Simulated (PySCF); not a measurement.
Parent: `[CH:1]1=[CH:2][C@@H:3]2[CH:4]=[CH:5][C@H:6]1[CH2:7]2`, C7H8.

Computed, not measured: PBE0-D3(BJ)/def2-SVP geometry optimisation, gas phase in PySCF 2.14.0. One conformer each, not checked by frequencies here.

```csv
coordinate of the parent,value
C1=C2,1.336 Å
C2–C3,1.535 Å
C3–C4,1.535 Å
C4=C5,1.336 Å
C5–C6,1.535 Å
C6–C7,1.548 Å
C1–C6,1.535 Å
C3–C7,1.548 Å
C2–C1–C6,107.0°
C1–C2–C3,107.0°
C2–C3–C4,107.4°
C2–C3–C7,98.4°
C4–C3–C7,98.4°
C3–C4–C5,107.0°
C4–C5–C6,107.0°
C5–C6–C7,98.4°
C1–C6–C5,107.4°
C1–C6–C7,98.4°
C3–C7–C6,92.3°
```

Problem. How does the shared frame change in `[CH:1]#[C:2][C:3]1=[CH:4][C@H:5]2[CH:6]=[CH:7][C@@H:8]1[CH2:9]2`, C9H8? Atoms pair as C1 = C3, C2 = C4, C3 = C5, C4 = C6, C5 = C7, C6 = C8, C7 = C9 (parent first).

Solution. 
```json
{"parent": "C1=C2", "relative": "C3=C4", "value in the relative": "1.347 Å", "change": "+0.011"}
{"parent": "C2–C3", "relative": "C4–C5", "value in the relative": "1.529 Å", "change": "-0.006"}
{"parent": "C3–C4", "relative": "C5–C6", "value in the relative": "1.535 Å", "change": "0.000"}
{"parent": "C4=C5", "relative": "C6=C7", "value in the relative": "1.337 Å", "change": "+0.001"}
{"parent": "C5–C6", "relative": "C7–C8", "value in the relative": "1.531 Å", "change": "-0.004"}
{"parent": "C6–C7", "relative": "C8–C9", "value in the relative": "1.545 Å", "change": "-0.003"}
{"parent": "C1–C6", "relative": "C3–C8", "value in the relative": "1.547 Å", "change": "+0.012"}
{"parent": "C3–C7", "relative": "C5–C9", "value in the relative": "1.548 Å", "change": "0.000"}
{"parent": "C2–C1–C6", "relative": "C4–C3–C8", "value in the relative": "106.3°", "change": "-0.7"}
{"parent": "C1–C2–C3", "relative": "C3–C4–C5", "value in the relative": "107.1°", "change": "+0.1"}
{"parent": "C2–C3–C4", "relative": "C4–C5–C6", "value in the relative": "107.1°", "change": "-0.3"}
{"parent": "C2–C3–C7", "relative": "C4–C5–C9", "value in the relative": "98.6°", "change": "+0.2"}
{"parent": "C4–C3–C7", "relative": "C6–C5–C9", "value in the relative": "98.7°", "change": "+0.3"}
{"parent": "C3–C4–C5", "relative": "C5–C6–C7", "value in the relative": "107.0°", "change": "0.0"}
{"parent": "C4–C5–C6", "relative": "C6–C7–C8", "value in the relative": "107.0°", "change": "0.0"}
{"parent": "C5–C6–C7", "relative": "C7–C8–C9", "value in the relative": "99.0°", "change": "+0.6"}
{"parent": "C1–C6–C5", "relative": "C3–C8–C7", "value in the relative": "107.0°", "change": "-0.4"}
{"parent": "C1–C6–C7", "relative": "C3–C8–C9", "value in the relative": "98.3°", "change": "-0.1"}
{"parent": "C3–C7–C6", "relative": "C5–C9–C8", "value in the relative": "92.4°", "change": "+0.1"}
```

Of the parent's bonds, C1–C2 and C1–C6 change most and about equally (+0.011 to +0.012 Å). Bonds of the relative outside the shared frame: C1≡C2 1.215, C2–C3 1.413 Å. Point group C2v → C1.

Problem. How does the shared frame change in `[CH3:1][O:2][C:3]1=[CH:4][C@H:5]2[CH:6]=[CH:7][C@@H:8]1[CH2:9]2` with C1–O2–C3–C4 2°, C8H10O? Atoms pair as C1 = C3, C2 = C4, C3 = C5, C4 = C6, C5 = C7, C6 = C8, C7 = C9 (parent first).

Solution. 
```tsv
parent	relative	value in the relative	change
C1=C2	C3=C4	1.345 Å	+0.009
C2–C3	C4–C5	1.536 Å	+0.001
C3–C4	C5–C6	1.537 Å	+0.002
C4=C5	C6=C7	1.337 Å	+0.001
C5–C6	C7–C8	1.535 Å	0.000
C6–C7	C8–C9	1.546 Å	-0.002
C1–C6	C3–C8	1.528 Å	-0.007
C3–C7	C5–C9	1.547 Å	-0.001
C2–C1–C6	C4–C3–C8	108.4°	+1.4
C1–C2–C3	C3–C4–C5	105.0°	-2.0
C2–C3–C4	C4–C5–C6	107.9°	+0.5
C2–C3–C7	C4–C5–C9	99.2°	+0.8
C4–C3–C7	C6–C5–C9	98.5°	+0.1
C3–C4–C5	C5–C6–C7	106.9°	-0.1
C4–C5–C6	C6–C7–C8	106.8°	-0.2
C5–C6–C7	C7–C8–C9	98.7°	+0.3
C1–C6–C5	C3–C8–C7	106.9°	-0.5
C1–C6–C7	C3–C8–C9	98.1°	-0.3
C3–C7–C6	C5–C9–C8	92.1°	-0.2
```

Of the parent's bonds, C1–C2 changes most (+0.009 Å). Bonds of the relative outside the shared frame: C1–O2 1.403, O2–C3 1.335 Å. Point group C2v → C1.

Problem. How does the shared frame change in `[CH3:1][S:2][C:3]1=[CH:4][C@H:5]2[CH:6]=[CH:7][C@@H:8]1[CH2:9]2` with C1–S2–C3–C4 2°, C8H10S? Atoms pair as C1 = C3, C2 = C4, C3 = C5, C4 = C6, C5 = C7, C6 = C8, C7 = C9 (parent first).

Solution. 
```json
{"parent": "C1=C2", "relative": "C3=C4", "value in the relative": "1.345 Å", "change": "+0.009"}
{"parent": "C2–C3", "relative": "C4–C5", "value in the relative": "1.535 Å", "change": "0.000"}
{"parent": "C3–C4", "relative": "C5–C6", "value in the relative": "1.535 Å", "change": "0.000"}
{"parent": "C4=C5", "relative": "C6=C7", "value in the relative": "1.337 Å", "change": "+0.001"}
{"parent": "C5–C6", "relative": "C7–C8", "value in the relative": "1.532 Å", "change": "-0.003"}
{"parent": "C6–C7", "relative": "C8–C9", "value in the relative": "1.545 Å", "change": "-0.003"}
{"parent": "C1–C6", "relative": "C3–C8", "value in the relative": "1.539 Å", "change": "+0.004"}
{"parent": "C3–C7", "relative": "C5–C9", "value in the relative": "1.546 Å", "change": "-0.002"}
{"parent": "C2–C1–C6", "relative": "C4–C3–C8", "value in the relative": "107.2°", "change": "+0.2"}
{"parent": "C1–C2–C3", "relative": "C3–C4–C5", "value in the relative": "106.2°", "change": "-0.8"}
{"parent": "C2–C3–C4", "relative": "C4–C5–C6", "value in the relative": "107.4°", "change": "0.0"}
{"parent": "C2–C3–C7", "relative": "C4–C5–C9", "value in the relative": "98.8°", "change": "+0.4"}
{"parent": "C4–C3–C7", "relative": "C6–C5–C9", "value in the relative": "98.7°", "change": "+0.3"}
{"parent": "C3–C4–C5", "relative": "C5–C6–C7", "value in the relative": "107.0°", "change": "0.0"}
{"parent": "C4–C5–C6", "relative": "C6–C7–C8", "value in the relative": "106.8°", "change": "-0.2"}
{"parent": "C5–C6–C7", "relative": "C7–C8–C9", "value in the relative": "99.0°", "change": "+0.6"}
{"parent": "C1–C6–C5", "relative": "C3–C8–C7", "value in the relative": "106.9°", "change": "-0.5"}
{"parent": "C1–C6–C7", "relative": "C3–C8–C9", "value in the relative": "98.3°", "change": "-0.1"}
{"parent": "C3–C7–C6", "relative": "C5–C9–C8", "value in the relative": "92.2°", "change": "-0.1"}
```

Of the parent's bonds, C1–C2 changes most (+0.009 Å). Bonds of the relative outside the shared frame: C1–S2 1.800, S2–C3 1.732 Å. Point group C2v → C1.

Problem. How does the shared frame change in `[CH3:1][B:2]([CH3:3])[C:4]1=[CH:5][C@@H:6]2[CH:7]=[CH:8][C@H:9]1[CH2:10]2`, C9H13B? Atoms pair as C1 = C4, C2 = C5, C3 = C6, C4 = C7, C5 = C8, C6 = C9, C7 = C10 (parent first).

Solution. 
```
  parent   relative  value in the relative  change
   C1=C2      C4=C5                1.352 Å  +0.016
   C2–C3      C5–C6                1.526 Å  -0.009
   C3–C4      C6–C7                1.535 Å   0.000
   C4=C5      C7=C8                1.337 Å  +0.001
   C5–C6      C8–C9                1.530 Å  -0.005
   C6–C7     C9–C10                1.546 Å  -0.002
   C1–C6      C4–C9                1.548 Å  +0.013
   C3–C7     C6–C10                1.549 Å  +0.001
C2–C1–C6   C5–C4–C9                 104.6°    -2.4
C1–C2–C3   C4–C5–C6                 108.8°    +1.8
C2–C3–C4   C5–C6–C7                 106.7°    -0.7
C2–C3–C7  C5–C6–C10                  98.0°    -0.4
C4–C3–C7  C7–C6–C10                  98.7°    +0.3
C3–C4–C5   C6–C7–C8                 106.9°    -0.1
C4–C5–C6   C7–C8–C9                 107.1°    +0.1
C5–C6–C7  C8–C9–C10                  98.7°    +0.3
C1–C6–C5   C4–C9–C8                 107.4°     0.0
C1–C6–C7  C4–C9–C10                  99.2°    +0.8
C3–C7–C6  C6–C10–C9                  92.4°    +0.1
```

Of the parent's bonds, C1–C2 changes most (+0.016 Å). Bonds of the relative outside the shared frame: C1–B2 1.578, B2–C3 1.575, B2–C4 1.550 Å. Point group C2v → C1.
